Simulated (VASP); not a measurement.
# A vacancy on the Co site in a supercell of CoSn, part 4 of 5

How easily does a vacancy on the Co site form in CoSn? The host is relaxed first, then a supercell is run with and without the defect. The start is a computed cell from the Materials Project.

VASP 6.6.1, plane waves and PAW; the level of theory is named at each step.

So far. Step 5 (Reference Sn): The run ended after 9 ionic steps, 0.027 eV below its first step, once forces and stress met EDIFFG = -0.02. Step 5 (Reference Sn): Energy at zero smearing: -7.59248 eV.

## (6) Relaxing the defect

This step: PBE, spin-polarised from a ferromagnetic start; plane waves and PAW (Sn, Co) (VASP 6.6.1).

System of this step: Co11Sn12. The cell holds 23 atoms: 12 Sn and 11 Co. Cell: a = 10.091 Å, b = 10.091 Å, c = 6.770 Å, α = 105.1°, β = 105.1°, γ = 130.5°. It derives from CoSn. Nearest the centre at fractional (0.000, 0.250, 0.250): Sn7 at 2.61 Å, Sn8 at 2.61 Å, Sn9 at 2.61 Å, Sn10 at 2.61 Å, Co16 at 2.65 Å, Co18 at 2.65 Å, Sn4 at 2.65 Å, Sn1 at 2.65 Å.

The host is treated as a metal, since its gap is under 0.3 eV or closed. The run keeps 4 symmetry operations, which cuts the number of k-points but bars distortions that break them. The atoms relax at the host's fixed cell.

The input, INCAR:

```
SYSTEM = Co11Sn12
PREC = Normal
ENCUT = 300
EDIFF = 1E-05
NELM = 120
ISMEAR = 1
SIGMA = 0.2
LREAL = Auto
ALGO = Fast
GGA = PE
NBANDS = 121
ISPIN = 2
MAGMOM = 0 0 0 0 0 0 0 0 0 0 0 0 2 2 2 2 2 2 2 2 2 2 2
LASPH = .TRUE.
LMAXMIX = 4
LORBIT = 11
LWAVE = .FALSE.
LCHARG = .TRUE.
KPAR = 4
IBRION = 2
NSW = 50
ISIF = 2
EDIFFG = -0.03
POTIM = 0.4
MAXMIX = 40
ISYM = 2
```

The input, POSCAR:

```
Co11Sn12
1.0
   -7.9368269659      4.5823291853      4.2231746987
    7.9368269659     -4.5823291853      4.2231746987
    2.6456089887      4.5823291853     -4.2231746987
Sn Co
12 11
Direct
    0.0000000000      0.0000000000      0.0000000000
    0.5000000000      0.5000000000      0.0000000000
    0.5000000000      0.0000000000      0.5000000000
    0.0000000000      0.5000000000      0.5000000000
    0.5833333300      0.4166666700      0.5000000000
    0.0833333300      0.9166666700      0.5000000000
    0.0833333300      0.4166666700      0.0000000000
    0.5833333300      0.9166666700      0.0000000000
    0.4166666700      0.5833333300      0.5000000000
    0.9166666700      0.0833333300      0.5000000000
    0.9166666700      0.5833333300      0.0000000000
    0.4166666700      0.0833333300      0.0000000000
    0.5000000000      0.7500000000      0.2500000000
    0.5000000000      0.2500000000      0.7500000000
    0.0000000000      0.7500000000      0.7500000000
    0.2500000000      0.2500000000      0.5000000000
    0.7500000000      0.7500000000      0.5000000000
    0.7500000000      0.2500000000      0.0000000000
    0.2500000000      0.7500000000      0.0000000000
    0.2500000000      0.0000000000      0.2500000000
    0.7500000000      0.5000000000      0.2500000000
    0.7500000000      0.0000000000      0.7500000000
    0.2500000000      0.5000000000      0.7500000000
```

The input, KPOINTS:

```
Automatic mesh
0
Gamma
4 4 4
0 0 0
```

The projector-augmented-wave data sets are Sn and Co (PBE family, release 64).

Command:

```
$ mpirun -np 4 vasp_std
```

What it wrote:

```text
[banner, memory and clock lines left out]
running    4 mpi-ranks, on    1 nodes
 distrk:  each k-point on    1 cores,    4 groups
 distr:  one band on    1 cores,    1 groups

 POSCAR found type information on POSCAR SnCo
 POSCAR found :  2 types and      23 ions
 LDA part: xc-table for (Slater+PW92), standard interpolation
 POSCAR, INCAR and KPOINTS ok, starting setup
 FFT: planning ... GRIDC
 FFT: planning ... GRID_SOFT
 FFT: planning ... GRID
 WAVECAR not read
 entering main loop
       N       E                     dE             d eps       ncg     rms          rms(c)
DAV:   1     0.779947349554E+03    0.77995E+03   -0.39502E+04 11616   0.782E+02
DAV:   2    -0.632471052280E+02   -0.84319E+03   -0.78145E+03 11718   0.229E+02
DAV:   3    -0.130787454531E+03   -0.67540E+02   -0.61443E+02 13331   0.774E+01
DAV:   4    -0.132702452935E+03   -0.19150E+01   -0.18934E+01 13176   0.136E+01
DAV:   5    -0.132739862406E+03   -0.37409E-01   -0.37400E-01 14736   0.163E+00    0.313E+01
RMM:   6    -0.153403982509E+03   -0.20664E+02   -0.12813E+02 11616   0.477E+01    0.492E+01
RMM:   7    -0.125105595526E+03    0.28298E+02   -0.43072E+01 11616   0.291E+01    0.117E+01
RMM:   8    -0.133947451325E+03   -0.88419E+01   -0.66405E+00 11616   0.913E+00    0.397E+01
RMM:   9    -0.125960481336E+03    0.79870E+01   -0.69228E+00 11616   0.112E+01    0.139E+01
RMM:  10    -0.125775908150E+03    0.18457E+00   -0.18257E+00 11616   0.509E+00    0.114E+01
RMM:  11    -0.125487154176E+03    0.28875E+00   -0.81012E-01 11616   0.379E+00    0.668E+00
RMM:  12    -0.125393151157E+03    0.94003E-01   -0.34448E-01 11616   0.236E+00    0.471E+00
RMM:  13    -0.125371265793E+03    0.21885E-01   -0.11188E-01 11616   0.137E+00    0.252E+00
RMM:  14    -0.125366191440E+03    0.50744E-02   -0.45999E-02 11616   0.847E-01    0.195E+00
RMM:  15    -0.125373722315E+03   -0.75309E-02   -0.27298E-02 11616   0.597E-01    0.102E+00
RMM:  16    -0.125395265511E+03   -0.21543E-01   -0.29421E-02 11616   0.652E-01    0.200E+00
RMM:  17    -0.125374834628E+03    0.20431E-01   -0.14960E-02 11616   0.527E-01    0.408E-01
RMM:  18    -0.125377637147E+03   -0.28025E-02   -0.37895E-03 11622   0.215E-01    0.720E-01
RMM:  19    -0.125375907506E+03    0.17296E-02   -0.22809E-03 11619   0.188E-01    0.153E-01
RMM:  20    -0.125376435732E+03   -0.52823E-03   -0.75128E-04 11639   0.662E-02    0.119E-01
RMM:  21    -0.125376591481E+03   -0.15575E-03   -0.26334E-04 11962   0.366E-02    0.814E-02
RMM:  22    -0.125376665062E+03   -0.73581E-04   -0.13599E-04 11613   0.319E-02    0.419E-02
RMM:  23    -0.125376690535E+03   -0.25473E-04   -0.70347E-05 11158   0.209E-02    0.201E-02
RMM:  24    -0.125376699776E+03   -0.92410E-05   -0.28182E-05  9310   0.124E-02
   1 F= -.12537670E+03 E0= -.12541137E+03  d E =-.125377E+03  mag=    -0.0001
 curvature:   0.00 expect dE= 0.000E+00 dE for cont linesearch  0.000E+00
 trial: gam= 0.00000 g(F)=  0.222E-01 g(S)=  0.000E+00 ort = 0.000E+00 (trialstep = 0.100E+01)
 search vector abs. value=  0.222E-01
 bond charge predicted
       N       E                     dE             d eps       ncg     rms          rms(c)
DAV:   1    -0.125391344177E+03   -0.14654E-01   -0.13486E+00 12494   0.263E+00    0.240E-01
RMM:   2    -0.125392669717E+03   -0.13255E-02   -0.21548E-02 11616   0.544E-01    0.118E-01
RMM:   3    -0.125393068397E+03   -0.39868E-03   -0.48083E-03 11616   0.219E-01    0.819E-02
RMM:   4    -0.125393140192E+03   -0.71795E-04   -0.10991E-03 11784   0.130E-01    0.406E-02
RMM:   5    -0.125393161593E+03   -0.21401E-04   -0.41386E-04 13105   0.613E-02    0.240E-02
RMM:   6    -0.125393158998E+03    0.25958E-05   -0.39827E-05  9843   0.215E-02
   2 F= -.12539316E+03 E0= -.12542778E+03  d E =-.164592E-01  mag=    -0.0004
[... from here on, the cycles between the ionic steps are left out ...]
   3 F= -.12539849E+03 E0= -.12543302E+03  d E =-.217883E-01  mag=     0.0002
   4 F= -.12539854E+03 E0= -.12543306E+03  d E =-.218394E-01  mag=     0.0000
   5 F= -.12540098E+03 E0= -.12543560E+03  d E =-.244057E-02  mag=     0.0002
   6 F= -.12540154E+03 E0= -.12543620E+03  d E =-.299591E-02  mag=     0.0001
   7 F= -.12540150E+03 E0= -.12543623E+03  d E =-.296427E-02  mag=    -0.0000
   8 F= -.12540170E+03 E0= -.12543639E+03  d E =-.316277E-02  mag=     0.0002
   9 F= -.12540166E+03 E0= -.12543637E+03  d E =-.311938E-02  mag=     0.0001
  10 F= -.12540171E+03 E0= -.12543640E+03  d E =-.316813E-02  mag=     0.0002
 curvature:  -0.20 expect dE=-0.123E-03 dE for cont linesearch -0.261E-06
 trial: gam= 0.20697 g(F)=  0.619E-03 g(S)=  0.000E+00 ort = 0.636E-04 (trialstep = 0.143E+01)
 search vector abs. value=  0.778E-03
 bond charge predicted
       N       E                     dE             d eps       ncg     rms          rms(c)
DAV:   1    -0.125402280789E+03   -0.57679E-03   -0.13051E-01 11753   0.811E-01    0.588E-02
RMM:   2    -0.125402370763E+03   -0.89974E-04   -0.11125E-03 11616   0.135E-01    0.521E-02
RMM:   3    -0.125402394186E+03   -0.23423E-04   -0.22612E-04 11616   0.494E-02    0.513E-02
RMM:   4    -0.125402381311E+03    0.12875E-04   -0.62091E-05 11452   0.302E-02    0.412E-02
RMM:   5    -0.125402381275E+03    0.36707E-07   -0.22512E-05  7923   0.165E-02
  11 F= -.12540238E+03 E0= -.12543710E+03  d E =-.673966E-03  mag=    -0.0008
 trial-energy change:   -0.000674  1 .order   -0.000648   -0.000902   -0.000395
 step:   2.5379(harm=  2.5379)  dis= 0.00528  next Energy=  -125.402510 (dE=-0.803E-03)
 reached required accuracy - stopping structural energy minimisation
```

Run time: 15 min. Hardware: 4 MPI ranks of AMD EPYC 9R45, shared host; peak memory 3.2 GiB; 49 min of CPU time.

From OUTCAR (step 6):

```text
   k-points           NKPTS =     24   k-points in BZ     NKDIM =     24   number of bands    NBANDS=    121

   NELECT =     147.0000    total number of electrons

 E-fermi :   7.3043

 spin component 1
 k-point     1 :       0.0000    0.0000    0.0000
  band No.  band energies     occupation
    ...
     70       6.9178      1.00988
     71       6.9188      1.01004
     72       6.9285      1.01159
     73       7.0401      1.03421
     74       7.2021      0.87606
     75       7.4437      0.04112
     76       7.6673     -0.01386
     77       7.7317     -0.00501
     78       7.7707     -0.00237
     79       7.8581     -0.00032
    ...

 k-point     2 :       0.2500   -0.0000    0.0000
  band No.  band energies     occupation
    ...
     70       6.9861      1.02349
     71       7.0277      1.03239
     72       7.0802      1.03352
     73       7.1679      0.95343
     74       7.1738      0.94210
     75       7.5002     -0.02289
     76       7.6201     -0.02403
     77       7.8277     -0.00068
     78       8.0101     -0.00000
     79       8.0415     -0.00000
    ...

  Total       -1.3790832     -2.5990672     -2.3541665      0.0015995      0.0000000      0.0000000
  in kB       -5.3946103    -10.1668663     -9.2088795      0.0062568      0.0000000      0.0000000
  external PRESSURE =      -8.2567854 kB  Pullay stress =       0.0000000 kB

 POSITION                                       TOTAL-FORCE (eV/Angst)
 -----------------------------------------------------------------------------------
     -7.92600      4.57771      4.22317        -0.021213      0.020386     -0.000000
     -0.00217      0.00711      4.22317         0.004841     -0.022684     -0.000000
      5.29339     -0.00711      4.22317        -0.004841      0.022684      0.000000
      5.28039      0.00462      0.00000         0.021213     -0.020386      0.000000
     -0.00031      3.05372      2.11109         0.013055     -0.007119      0.010216
      7.93652     -1.52861      2.11208         0.013055     -0.007119     -0.010216
      2.64413     -1.50859      2.09146        -0.011073     -0.009820     -0.011864
      2.64413     -1.50859      6.35489        -0.011073     -0.009820      0.011864
      2.64709      1.50859      2.09146         0.011073      0.009820     -0.011864
     -5.28974      6.09091      2.13172         0.011073      0.009820      0.011864
     -2.64530      1.52861      6.33427        -0.013055      0.007119      0.010216
     -2.64530      1.52861      2.11208        -0.013055      0.007119     -0.010216
      2.64561      0.00000      4.22317        -0.000000      0.000000      0.000000
      0.00000      4.58233      0.00000        -0.000000      0.000000      0.000000
      7.93683      0.00000      0.00000        -0.000000      0.000000      0.000000
      1.32786      2.28128     -0.00000         0.005417     -0.001715      0.000000
      1.32382      2.29273      4.22317        -0.002545      0.001122      0.000000
     -3.97347      2.30105      4.22317        -0.005417      0.001715      0.000000
      6.61300      2.28960      0.00000         0.002545     -0.001122      0.000000
      6.60354     -2.27975      4.22317        -0.006278      0.003060      0.000000
     -1.31233      2.27975      4.22317         0.006278     -0.003060      0.000000
     -3.97418      6.89710     -0.00000        -0.001903      0.005623     -0.000000
      3.97418      2.26756      0.00000         0.001903     -0.005623      0.000000
 -----------------------------------------------------------------------------------
    total drift:                                0.000000      0.000000      0.000000

  FREE ENERGIE OF THE ION-ELECTRON SYSTEM (eV)
  ---------------------------------------------------
  free  energy   TOTEN  =      -125.4023812746 eV

  energy  without entropy=     -125.5065323321  energy(sigma->0) =     -125.43709829

 magnetization (x)
# of ion       s       p       d       tot
------------------------------------------
    1        0.000   0.000   0.000   0.000
    2        0.000   0.000   0.000   0.000
    3        0.000   0.000   0.000   0.000
    4        0.000   0.000   0.000   0.000
    5        0.000   0.000   0.000   0.000
    6        0.000   0.000   0.000   0.000
    7        0.000   0.000   0.000   0.000
    8        0.000   0.000   0.000   0.000
    9        0.000   0.000   0.000   0.000
   10        0.000   0.000   0.000   0.000
   11        0.000   0.000   0.000   0.000
   12        0.000   0.000   0.000   0.000
   13       -0.000  -0.000  -0.000  -0.000
   14        0.000   0.000  -0.000  -0.000
   15       -0.000   0.000   0.000   0.000
   16        0.000   0.000  -0.000  -0.000
   17        0.000  -0.000   0.000   0.000
   18        0.000   0.000  -0.000  -0.000
   19        0.000  -0.000   0.000   0.000
   20        0.000   0.000   0.000   0.000
   21        0.000   0.000   0.000   0.000
   22       -0.000  -0.000  -0.000  -0.000
   23       -0.000  -0.000  -0.000  -0.000
--------------------------------------------------
tot          0.000   0.000  -0.001  -0.001

[... 5 parts as in an earlier step ...]

[... 17 further parts left out ...]
```

CONTCAR:

```
Co11Sn12
   1.00000000000000
    -7.9368269658999999    4.5823291852999999    4.2231746987000003
     7.9368269658999999   -4.5823291852999999    4.2231746987000003
     2.6456089886999998    4.5823291852999999   -4.2231746987000003
  Sn              Co
    12    11
Direct
     0.9994954687397606    0.0007709206835393    0.0002663894232999
     0.5007753554433250    0.5001824611662868    0.0009578166096119
     0.4992246445566751    0.9998175388337132    0.4990421833903881
     0.0005045312602393    0.4992290793164608    0.4997336105767001
     0.5831475308500761    0.4165151949606844    0.4997801245120324
     0.0832649295513480    0.9166325936619564    0.4997801245120324
     0.0830079285913441    0.4151729082301797    0.0029470067631231
     0.5877740985329433    0.9199390781717792    0.0029470067631231
     0.4122259014670567    0.5800609218282208    0.4970529932368768
     0.9169920714086559    0.0848270917698203    0.4970529932368768
     0.9167350704486520    0.5833674063380436    0.0002198754879676
     0.4168524691499238    0.0834848050393156    0.0002198754879676
     0.5000000000000000    0.7500000000000000    0.2500000000000000
     0.5000000000000000    0.2500000000000000    0.7500000000000000
     0.0000000000000000    0.7500000000000000    0.7500000000000000
     0.2489211767290249    0.2499380192599179    0.4988591959889428
     0.7501704252831611    0.7501815480115470    0.5003519732947083
     0.7510788232709750    0.2500619807400822    0.0011408040110572
     0.2498295747168388    0.7498184519884530    0.9996480267052917
     0.2512452129132788    0.9996324859038097    0.2508776988170885
     0.7487547870867211    0.5003675140961903    0.2491223011829115
     0.7525760869231924    0.0007433514352136    0.7533194383584063
     0.2474239130768074    0.4992566485647864    0.7466805616415937
```

The run keeps the 4 symmetry operations of its start, so it cannot find a distortion of lower symmetry.

The steps of the relaxation:

```tsv
step	energy less that of the first step (eV)	largest force (eV/Å)
1	0.0000	0.2773
2	-0.0165	0.1471
3	-0.0218	0.1098
4	-0.0218	0.1153
5	-0.0243	0.0602
6	-0.0248	0.0438
7	-0.0248	0.0469
8	-0.0250	0.0450
9	-0.0250	0.0402
10	-0.0250	0.0367
11	-0.0257	0.0294
```

The atoms that moved most (Å):

```tsv
atom	dx	dy	dz	length
Sn9	0.001	-0.019	-0.020	0.028
Sn10	0.001	-0.019	0.020	0.028
Sn7	-0.001	0.019	-0.020	0.028
Sn8	-0.001	0.019	0.020	0.028
Co22	-0.006	0.024	0.000	0.024
Co23	0.006	-0.024	0.000	0.024
Co21	0.010	-0.011	0.000	0.015
Co20	-0.010	0.011	0.000	0.015
```

Final coordinates:

```xyz
23
Lattice="-7.9368 4.5823 4.2232 7.9368 -4.5823 4.2232 2.6456 4.5823 -4.2232" Properties=species:S:1:pos:R:3 pbc="T T T"
Sn    0.0108   -0.0046    0.0000
Sn   -0.0022    0.0071    4.2232
Sn   -2.6434    4.5752    0.0000
Sn    5.2804    0.0046    0.0000
Sn   -0.0003    3.0537    2.1111
Sn    7.9365   -1.5286    2.1121
Sn    2.6441   -1.5086    2.0915
Sn    2.6441   -1.5086    6.3549
Sn    2.6471    1.5086    2.0915
Sn   -5.2897    6.0909    2.1317
Sn   -2.6453    1.5286    6.3343
Sn   -2.6453    1.5286    2.1121
Co    2.6456    0.0000    4.2232
Co    0.0000    4.5823    0.0000
Co    7.9368    0.0000    0.0000
Co    1.3279    2.2813    0.0000
Co    1.3238    2.2927    4.2232
Co   -3.9735    2.3011    4.2232
Co    3.9674   -2.2927    4.2232
Co   -1.3333    2.3026    0.0000
Co   -1.3123    2.2798    4.2232
Co   -3.9742    6.8971    0.0000
Co    3.9742    2.2676    0.0000
```

This step gave:

```
electronic cycles                                 : 68
electrons                                         : 147
free energy (TOTEN)                               : -125.4024 eV
energy at zero smearing                           : -125.4371 eV
Fermi energy                                      : 7.304 eV
moment of the cell, from the last line of the log : 0 μB
```

The spin moment in the PAW sphere vanishes on all atoms.

Valence density in the bc plane at fractional x = 0.000, through the centre, with atoms of Sn and Co within 0.45 Å of it. It is the smooth field of the valence electrons, not physical close to the nuclei.

Values in e/Å³, 10 rows by 16 columns, each cell a mean:
```
0.1 0.2 0.2 0.2 0.3 0.1 0.2 0.2 0.2 0.3 0.3 0.3 0.3 0.3 0.3 0.1
0.2 0.1 0.1 0.2 0.3 0.2 0.2 0.1 0.1 0.2 0.3 1.4 3.0 0.8 0.3 0.2
0.1 0.1 0.2 0.2 0.2 0.2 0.1 0.1 0.2 0.2 0.5 4.6 6.1 0.9 0.2 0.2
0.2 0.2 0.2 0.2 0.2 0.1 0.2 0.2 0.2 0.3 0.4 1.3 1.1 0.3 0.2 0.2
0.2 0.2 0.1 0.2 0.2 0.2 0.2 0.1 0.0 0.2 0.2 0.2 0.3 0.3 0.3 0.2
0.2 0.3 0.3 0.2 0.1 0.1 0.2 0.1 0.1 0.2 0.2 0.2 0.3 0.1 0.2 0.2
0.2 0.2 0.1 0.1 0.0 0.1 0.2 0.2 0.2 0.1 0.1 0.2 0.3 0.2 0.2 0.1
0.2 0.1 0.1 0.0 0.0 0.1 0.1 0.2 0.1 0.1 0.2 0.2 0.2 0.2 0.1 0.1
0.2 0.2 0.1 0.1 0.1 0.2 0.2 0.2 0.2 0.2 0.2 0.2 0.2 0.1 0.1 0.2
0.0 0.2 0.2 0.1 0.2 0.2 0.3 0.2 0.2 0.2 0.1 0.3 0.2 0.2 0.2 0.1
```
Columns run along b (10.1 Å), rows up along c (6.8 Å). Atoms in or near the plane, at fractional coordinates: Sn at (0.00, 0.00), Sn at (0.50, 0.50), Co at (0.75, 0.75).

The run ended after 11 ionic steps, 0.026 eV below its first step, once the forces on the free atoms met EDIFFG = -0.03.

The 10 first neighbours (Co and Sn) lie 2.63 Å from the site on average (2.61 to 2.65) in the perfect crystal and 2.61 Å on average after the relaxation (-0.7 %).

## (7) Putting the energies together

This step: point defect, PBE; plane waves and PAW (VASP 6.6.1).

Derived from the runs above.

This step gave:

| Item | Value |
| --- | --- |
| formation energy of the neutral defect | 0.6724 eV |
| host formation enthalpy | -0.1282 eV/atom |

Formation energy:

```tsv
formation energy (eV)	largest move (Å)
0.6724	0.02762
```

The formation energy is the energy of the relaxed defect cell less that of the perfect cell, with each removed atom booked to its reference and each added atom taken from it.

References, in eV an atom: Co -7.043 (crystal P6_3/mmc) and Sn -3.796 (crystal I4_1/amd). They were run at the supercell's cutoff and functional, without U, and count both elements from their own phases.

(Part 4 of 5 ends here.)

[Lines on the potential files, build, host, timing and source positions are cut from VASP's logs without a mark.]

[Logs are printed without paths, hosts, clocks, repeated set-up lines and the standing remarks that a program may print on its own settings, such as how far it seeks lower states.]

[Hosts, paths, dates, database ids (printed as entryN), source tags and the programs' standing remarks are cut or masked in the printed files.]

[In band tables of VASP the shares of atoms and orbitals are scaled to a sum of 1 inside the atoms' spheres.]

[Runs that stopped without an error message from VASP are left out.]
